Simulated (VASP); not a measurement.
# Cu (Fm-3m) in VASP: further runs

One crystal, Cu, is run at these levels: PBE; tasks: single point.

Everything below comes from runs of VASP 6.6.1. Logs are shortened: lines on timing, memory, paths and dates and some standing lists are left out, and cuts for length are marked.

**1. Starting point**

It takes space group Fm-3m (No. 225, cubic). The conventional cell has a = 3.615 Å, b = 3.615 Å, c = 3.615 Å, α = 90.00°, β = 90.00°, γ = 90.00°. Cu (site symmetry m-3m) has 12 Cu at 2.56 Å as nearest neighbours.

**2. Single point, PBE**

The input, INCAR:

```
SYSTEM = Cu
  PREC = Accurate
  ENCUT = 460
  EDIFF = 1E-7
  ISMEAR = 1
  SIGMA = 0.2
  LREAL = .False.
  LASPH = .True.
  NELM = 100
  ALGO = Normal
  ISIF = 2
  LWAVE = .False.
  LCHARG = .False.
  GGA = PE
  NBANDS = 12
  ADDGRID = .False.
```

The input, KPOINTS:

```
regular mesh
0
Gamma
  16 16 16
  0 0 0
```

The input, POSCAR:

```
Cu
1.0
   -0.0335610000      1.7894160000      1.7776830000
    1.7981850000     -0.0227470000      1.7668690000
    1.8176490000      1.7980650000     -0.0422110000
Cu
1
Direct
    0.0167750000     -0.0332640000      0.0016970000
```

Potentials or basis: VASP PAW PBE potentials, release 64 (Cu).

The run is started by

```sh
$ cat potpaw_PBE.64/Cu/POTCAR > POTCAR
$ mpirun -np 1 vasp_std > vasp.out
```

OUTCAR:

```text
SYSTEM = Cu
   PREC = Accurate
   ENCUT = 460
   EDIFF = 1E-7
   ISMEAR = 1
   LREAL = .False.
   LASPH = .True.
   NELM = 100
   ISIF = 2
   GGA = PE

 Found   2052 irreducible k-points:

 Following reciprocal coordinates:
            Coordinates               Weight
  0.000000  0.000000  0.000000      1.000000
  0.062500 -0.000000 -0.000000      2.000000
  0.125000 -0.000000 -0.000000      2.000000
  0.187500 -0.000000 -0.000000      2.000000
  0.250000 -0.000000 -0.000000      2.000000
  0.312500 -0.000000 -0.000000      2.000000
   k-points           NKPTS =   2052   k-points in BZ     NKDIM =   2052   number of bands    NBANDS=     12
   number of dos      NEDOS =    301   number of ions     NIONS =      1
   total plane-waves  NPLWV =   5832
   dimension x,y,z NGX =    18 NGY =   18 NGZ =   18
   dimension x,y,z NGXF=    36 NGYF=   36 NGZF=   36
   ions per type =               1
   NGX,Y,Z   is equivalent  to a cutoff of  11.86, 11.87, 11.70 a.u.
   NGXF,Y,Z  is equivalent  to a cutoff of  23.73, 23.74, 23.41 a.u.
 SYSTEM =  Cu
   PREC   = accura    normal or accurate (medium, high low for compatibility)
   ISTART =      0    job   : 0-new  1-cont  2-samecut
   ICHARG =      2    charge: 1-file 2-atom 10-const
   ISPIN  =      1    spin polarized calculation?
   LNONCOLLINEAR =      F non collinear calculations
   LSORBIT =      F    spin-orbit coupling
   LASPH  =      T    aspherical Exc in radial PAW
   ENCUT  =  460.0 eV  33.81 Ry    5.81 a.u.   4.41  4.41  4.47*2*pi/ulx,y,z
   NELM   =    100;   NELMIN=  2; NELMDL= -5     # of ELM steps
   EDIFF  = 0.1E-06   stopping-criterion for ELM
   LREAL  =      F    real-space projection
   EDIFFG = 0.1E-05   stopping-criterion for IOM
   NSW    =      0    number of steps for IOM
   IBRION =     -1    ionic relax: 0-MD 1-quasi-New 2-CG
   NFREE  =      0    steps in history (QN), initial steepest desc. (CG)
   ISIF   =      2    stress and relaxation
   ISYM   =      2    0-nonsym 1-usesym 2-fastsym
   POTIM  = 0.5000    time-step for ionic-motion
   TEBEG  =    0.0;   TEEND  =   0.0 temperature during run
   PSTRESS=    0.0 pullay stress
   NELECT =      11.0000    total number of electrons
   NUPDOWN=      -1.0000    fix difference up-down
   EMIN   =  10.00;   EMAX   =-10.00  energy-range for DOS
   EFERMI =   0.00;   METHOD = LEGACY
   ISMEAR =     1;   SIGMA  =   0.20  broadening in eV -4-tet -1-fermi 0-gaus
   EFERMI_NEDOS =   21; number of points for ismear=-14 and -15
   IALGO  =     38    algorithm
   IMIX   =      4    mixing-type and parameters
     AMIX     =   0.40;   BMIX     =  1.00
     AMIX_MAG =   1.60;   BMIX_MAG =  1.00
  volume/ion in A,a.u.               =      11.81        79.70
  Fermi-wavevector in a.u.,A,eV,Ry     =   1.598763  3.021224 34.777082  2.556043
  Thomas-Fermi vector in A             =   2.696162
   LORBIT       =      0    0 simple, 1 ext, 2 COOP (PROOUT), +10 PAW based schemes
   GGA     = PE    functional components
   LHFCALC =     F    Hartree Fock is set to
   AEXX    =    0.0000 exact exchange contribution
   IVDW    =     0    specifies the selected vdW correction
   LEPSILON=     F    determine dielectric tensor
   LRPA    =     F    only Hartree local field effects (RPA)
 non-spin polarized calculation
 Methfessel and Paxton  Order N= 1 SIGMA  =   0.20
  energy-cutoff  :      460.00
  volume of cell :       11.81
 maximum number of plane-waves:       279
 NGX is ok and might be reduce to    18
   NGX =  9   NGY =  9   NGZ =  9

 number of electron      11.0000003 magnetization

 Free energy of the ion-electron system (eV)
  ---------------------------------------------------
  ext. energy  EPLUGINS =         0.00000000
  ---------------------------------------------------
  free energy    TOTEN  =        -3.72189215 eV

  energy without entropy =       -3.72202843  energy(sigma->0) =       -3.72193758

 E-fermi :   7.5575     XC(G=0): -12.7244

 val. band max:        7.5514789378   @ k =   0.1250   0.3125   0.5000
 cond. band min:       7.5585789810   @ k =   0.1875  -0.1250   0.3750
 fundamental gap:      0.0071000433
 Fermi energy:         7.5575126767

 k-point     1 :       0.0000    0.0000    0.0000
  band No.  band energies     occupation
      1      -1.7655      2.00000
      2       4.4676      2.00000
      3       4.5328      2.00000
      4       4.6704      2.00000
      5       5.3528      2.00000
      6       5.4245      2.00000
      7      30.0386      0.00000
      8      32.1018      0.00000
      9      32.6982      0.00000
     10      33.8699      0.00000
     11      34.6767      0.00000
     12      35.1715      0.00000

 k-point     2 :       0.0625   -0.0000   -0.0000
  band No.  band energies     occupation
      1      -1.6251      2.00000
      2       4.4600      2.00000
      3       4.5461      2.00000
      4       4.6856      2.00000
      5       5.3452      2.00000
      6       5.4140      2.00000
      7      29.0486      0.00000
      8      30.9817      0.00000
      9      32.1484      0.00000
     10      33.3051      0.00000
     11      35.3932      0.00000
     12      36.3991      0.00000

 k-point     3 :       0.1250   -0.0000   -0.0000
  band No.  band energies     occupation
      1      -1.2100      2.00000
      2       4.4073      2.00000
      3       4.5929      2.00000
      4       4.7376      2.00000
      5       5.3355      2.00000
      6       5.3948      2.00000
      7      26.0868      0.00000
      8      30.5140      0.00000
      9      31.5328      0.00000
     10      32.4846      0.00000
     11      36.4804      0.00000
     12      37.2593      0.00000

 k-point     4 :       0.1875   -0.0000   -0.0000
  band No.  band energies     occupation
      1      -0.5414      2.00000
      2       4.3260      2.00000
      3       4.6392      2.00000
      4       4.7907      2.00000
      5       5.3657      2.00000
      6       5.4037      2.00000
      7      22.8793      0.00000
      8      30.1553      0.00000
      9      31.0147      0.00000
     10      31.7293      0.00000
     11      36.9308      0.00000
     12      37.3872      0.00000

 k-point     5 :       0.2500   -0.0000   -0.0000
  band No.  band energies     occupation
      1       0.3290      2.00000
      2       4.2857      2.00000
      3       4.6380      2.00000
      4       4.7895      2.00000
      5       5.4689      2.00000
      6       5.4881      2.00000
      7      19.7891      0.00000
      8      29.7641      0.00000
      9      30.5733      0.00000
     10      31.0826      0.00000
     11      35.9623      0.00000
     12      36.3813      0.00000

 k-point     6 :       0.3125   -0.0000   -0.0000
  band No.  band energies     occupation
      1       1.2748      2.00000
      2       4.4131      2.00000
      3       4.5895      2.00000
      4       4.7396      2.00000
      5       5.6063      2.00000
      6       5.6535      2.00000
      7      16.9031      0.00000
      8      29.3895      0.00000
      9      30.1999      0.00000
     10      30.5887      0.00000
     11      34.6184      0.00000
     12      35.0544      0.00000

 [... further k-points ...]

------------------------ aborting loop because EDIFF is reached ----------------------------------------

  FORCE on cell =-STRESS in cart. coord.  units (eV):
  Direction    XX          YY          ZZ          XY          YZ          ZX
  --------------------------------------------------------------------------------------
  -------------------------------------------------------------------------------------
  Total        0.1099182      0.1556472      0.1764885      0.0486374      0.1146846      0.1873148
  in kB       14.9112883     21.1148106     23.9420924      6.5980546     15.5578990     25.4107713
  external PRESSURE =      19.9893971 kB  Pullay stress =       0.0000000 kB

 VOLUME and BASIS-vectors are now :
 -----------------------------------------------------------------------------
  energy-cutoff  :      460.00
  volume of cell :       11.81
      direct lattice vectors                 reciprocal lattice vectors
    -0.033561000  1.789416000  1.777683000    -0.268914128  0.278352052  0.277263920
     1.798185000 -0.022747000  1.766869000     0.277037260 -0.273469598  0.280504747
     1.817649000  1.798065000 -0.042211000     0.271125354  0.275680674 -0.272381618

 POSITION                                       TOTAL-FORCE (eV/Angst)
 -----------------------------------------------------------------------------------
      1.74089      0.01108      1.73784         0.000000     -0.000000      0.000000
 -----------------------------------------------------------------------------------
    total drift:                                0.000079     -0.000021     -0.000039

  FREE ENERGIE OF THE ION-ELECTRON SYSTEM (eV)
  ---------------------------------------------------
  free  energy   TOTEN  =        -3.7218921548 eV

  energy  without entropy=       -3.7220284302  energy(sigma->0) =       -3.72193758
```

Wall time 1.7 min (1 thread of AMD EPYC 9R45 (Zen 5), shared host); peak memory 0.3 GiB.

These settings aren't checked as converged: the numbers below hold their error.

What came out:

```yaml
Free_energy: -3.7219 eV
Pressure: 2.0 GPa
Band_gap_on_the_k_mesh: none (metal or under the smearing width)
```

**3. Single point, PBE**

INCAR, as its differences from that of step 2:

```diff
@@ -5,3 +5,3 @@
   ISMEAR = 1
-  SIGMA = 0.2
+  SIGMA = 0.05
   LREAL = .False.
```

KPOINTS is that of step 2.

The input, POSCAR:

```
Cu
1.0
    0.0000000000      1.8075000000      1.8075000000
    1.8075000000      0.0000000000      1.8075000000
    1.8075000000      1.8075000000      0.0000000000
Cu
1
Direct
    0.0000000000      0.0000000000      0.0000000000
```

Potentials or basis: VASP PAW PBE potentials, release 64 (Cu).

The run is started by

```sh
$ cat potpaw_PBE.64/Cu/POTCAR > POTCAR
$ mpirun -np 1 vasp_std > vasp.out
```

Wall time 8.1 s (1 thread of AMD EPYC 9R45 (Zen 5), shared host); peak memory 0.1 GiB.

The run converged, but some of its settings lie outside the range that counts as converged, so its numbers aren't taken as properties of the crystal.

What came out:

```yaml
Free_energy: -3.7260 eV
Pressure: 1.8 GPa
Band_gap_on_the_k_mesh: none (metal or under the smearing width)
```

**4. Single point, PBE**

INCAR is that of step 3.

KPOINTS is that of step 3.

The input, POSCAR:

```
Cu
1.0
   -0.0335610000      1.7894160000      1.7776830000
    1.7981850000     -0.0227470000      1.7668690000
    1.8176490000      1.7980650000     -0.0422110000
Cu
1
Direct
    0.0167750000     -0.0332640000      0.0016970000
```

Potentials or basis: VASP PAW PBE potentials, release 64 (Cu).

The run is started by

```sh
$ cat potpaw_PBE.64/Cu/POTCAR > POTCAR
$ mpirun -np 1 vasp_std > vasp.out
```

OUTCAR:

```text
SYSTEM = Cu
   PREC = Accurate
   ENCUT = 460
   EDIFF = 1E-7
   ISMEAR = 1
   LREAL = .False.
   LASPH = .True.
   NELM = 100
   ISIF = 2
   GGA = PE

 Found   2052 irreducible k-points:

 Following reciprocal coordinates:
            Coordinates               Weight
  0.000000  0.000000  0.000000      1.000000
  0.062500 -0.000000 -0.000000      2.000000
  0.125000 -0.000000 -0.000000      2.000000
  0.187500 -0.000000 -0.000000      2.000000
  0.250000 -0.000000 -0.000000      2.000000
  0.312500 -0.000000 -0.000000      2.000000
   k-points           NKPTS =   2052   k-points in BZ     NKDIM =   2052   number of bands    NBANDS=     12
   number of dos      NEDOS =    301   number of ions     NIONS =      1
   total plane-waves  NPLWV =   5832
   dimension x,y,z NGX =    18 NGY =   18 NGZ =   18
   dimension x,y,z NGXF=    36 NGYF=   36 NGZF=   36
   ions per type =               1
   NGX,Y,Z   is equivalent  to a cutoff of  11.86, 11.87, 11.70 a.u.
   NGXF,Y,Z  is equivalent  to a cutoff of  23.73, 23.74, 23.41 a.u.
 SYSTEM =  Cu
   PREC   = accura    normal or accurate (medium, high low for compatibility)
   ISTART =      0    job   : 0-new  1-cont  2-samecut
   ICHARG =      2    charge: 1-file 2-atom 10-const
   ISPIN  =      1    spin polarized calculation?
   LNONCOLLINEAR =      F non collinear calculations
   LSORBIT =      F    spin-orbit coupling
[... 68 lines left out ...]
      7      30.0386      0.00000
      8      32.1017      0.00000
      9      32.6983      0.00000
     10      33.8700      0.00000
     11      34.6769      0.00000
     12      35.1716      0.00000
[... 61 lines left out ...]
 k-point     6 :       0.3125   -0.0000   -0.0000
  band No.  band energies     occupation
      1       1.2748      2.00000
      2       4.4139      2.00000
      3       4.5896      2.00000
      4       4.7395      2.00000
      5       5.6072      2.00000
      6       5.6544      2.00000
      7      16.9033      0.00000
      8      29.3895      0.00000
      9      30.1999      0.00000
     10      30.5889      0.00000
     11      34.6186      0.00000
     12      35.0545      0.00000

 [... further k-points ...]

------------------------ aborting loop because EDIFF is reached ----------------------------------------

  FORCE on cell =-STRESS in cart. coord.  units (eV):
  Direction    XX          YY          ZZ          XY          YZ          ZX
  --------------------------------------------------------------------------------------
  -------------------------------------------------------------------------------------
  Total        0.1101739      0.1667706      0.1689456      0.0389069      0.1156808      0.1866889
  in kB       14.9459829     22.6237807     22.9188412      5.2780367     15.6930343     25.3258688
  external PRESSURE =      20.1628682 kB  Pullay stress =       0.0000000 kB

 VOLUME and BASIS-vectors are now :
 -----------------------------------------------------------------------------
  energy-cutoff  :      460.00
  volume of cell :       11.81
      direct lattice vectors                 reciprocal lattice vectors
    -0.033561000  1.789416000  1.777683000    -0.268914128  0.278352052  0.277263920
     1.798185000 -0.022747000  1.766869000     0.277037260 -0.273469598  0.280504747
     1.817649000  1.798065000 -0.042211000     0.271125354  0.275680674 -0.272381618

 POSITION                                       TOTAL-FORCE (eV/Angst)
 -----------------------------------------------------------------------------------
      1.74089      0.01108      1.73784         0.000000     -0.000000      0.000000
 -----------------------------------------------------------------------------------
    total drift:                                0.000079     -0.000021     -0.000039

  FREE ENERGIE OF THE ION-ELECTRON SYSTEM (eV)
  ---------------------------------------------------
  free  energy   TOTEN  =        -3.7219242831 eV

  energy  without entropy=       -3.7218887064  energy(sigma->0) =       -3.72191242
```

OSZICAR:

```text
N       E                     dE             d eps       ncg     rms          rms(c)
DAV:   1     0.402373558718E+02    0.40237E+02   -0.49635E+03 54632   0.141E+03
DAV:   2    -0.344352040328E+01   -0.43681E+02   -0.40294E+02 50740   0.195E+02
DAV:   3    -0.461620236369E+01   -0.11727E+01   -0.11652E+01 57412   0.371E+01
DAV:   4    -0.462330858641E+01   -0.71062E-02   -0.71054E-02 55324   0.255E+00
DAV:   5    -0.462337569746E+01   -0.67111E-04   -0.67111E-04 58416   0.254E-01    0.767E+00
DAV:   6    -0.410291241003E+01    0.52046E+00   -0.14476E+01 58620   0.713E+01    0.393E+00
DAV:   7    -0.373432695525E+01    0.36859E+00   -0.22851E+00 58568   0.283E+01    0.577E-01
DAV:   8    -0.372355296794E+01    0.10774E-01   -0.43640E-03 56552   0.957E-01    0.306E-01
DAV:   9    -0.372192754835E+01    0.16254E-02   -0.10107E-02 61084   0.172E+00    0.341E-02
DAV:  10    -0.372192608012E+01    0.14682E-05   -0.43675E-05 73476   0.109E-01    0.120E-02
DAV:  11    -0.372192426873E+01    0.18114E-05   -0.40637E-06 61800   0.372E-02    0.245E-04
DAV:  12    -0.372192428310E+01   -0.14370E-07   -0.28962E-08 35092   0.182E-03
   1 F= -.37219243E+01 E0= -.37219124E+01  d E =-.355767E-04
```

Wall time 2.1 min (1 thread of AMD EPYC 9R45 (Zen 5), shared host); peak memory 0.3 GiB.

These settings aren't checked as converged: the numbers below hold their error.

Results:

| Quantity | Value |
| --- | --- |
| Free energy | -3.7219 eV |
| Pressure | 2.0 GPa |
| Band gap on the k mesh | none (metal or under the smearing width) |
